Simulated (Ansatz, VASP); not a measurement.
Two plane-wave programs on Mg

The input INCAR:

```
SYSTEM = Mg
PREC = Accurate
ENCUT = 520
EDIFF = 1E-7
ISMEAR = 0
SIGMA = 0.1
LREAL = .FALSE.
LASPH = .TRUE.
NELM = 100
ALGO = Fast
ISIF = 2
LWAVE = .FALSE.
LCHARG = .TRUE.
GGA = PS
LELF = .TRUE.
LVHAR = .TRUE.
NBANDS = 7
```

KPOINTS

```
Automatic mesh
0
G
  16 16 16
  0 0 0
```

The input POSCAR:

```
Mg
1.0
   -1.7672888232      1.7672888232      1.7173249628
    1.7672888232     -1.7672888232      1.7173249628
    1.7672888232      1.7672888232     -1.7173249628
Mg
1
Direct
    0.0000000000      0.0000000000      0.0000000000
```

Input for Ansatz:

```yaml
crystal:
  lattice:
    - [-1.7672888232, 1.7672888232, 1.7173249628]
    - [1.7672888232, -1.7672888232, 1.7173249628]
    - [1.7672888232, 1.7672888232, -1.7173249628]
  atoms:
    - { symbol: Mg, position: [0.0, 0.0, 0.0] }
basis:
  ecutwfc: 420
kpoints:
  mp_grid: { grid: [16, 16, 16] }
hamiltonian:
  xc: pbesol
scf:
  occupations: { method: gaussian, width: 0.1 }
output:
  forces: true
  stress: true
  eigenvalues: true
  populations: true
```

Alike in both runs: task single point; functional PBEsol; k mesh 16 × 16 × 16; occupations gaussian, width 0.1 eV; no spin polarisation.

|  | VASP | Ansatz |
| --- | --- | --- |
| version | VASP 6.6.1 | Ansatz 0.2.0 |
| potentials or method | VASP PAW PBE potentials, release 64 (Mg) | scalar-relativistic, plane waves, PAW |
| plane-wave cutoff (eV) | 520 | 420 |
| valence electrons in the cell | 2 | 10 |

|  | VASP | Ansatz | Ansatz less VASP |
| --- | --- | --- | --- |
| gap on the k mesh at the Fermi level (eV) | none | none | - |
| pressure (GPa) | 1.9 | 1.9 | +0.04 |
| largest component of the traceless stress (GPa) | 0.06 | 0.06 | -0.005 |

A gap of «none» marks a metal or a gap that the smearing closes. With one functional, cell and mesh, what is left measures potentials, basis and numerics. The two sets of potentials don't hold the same shells in valence.

Caveats: the PAW data sets were made with another functional, which shifts forces and pressure a little (VASP).
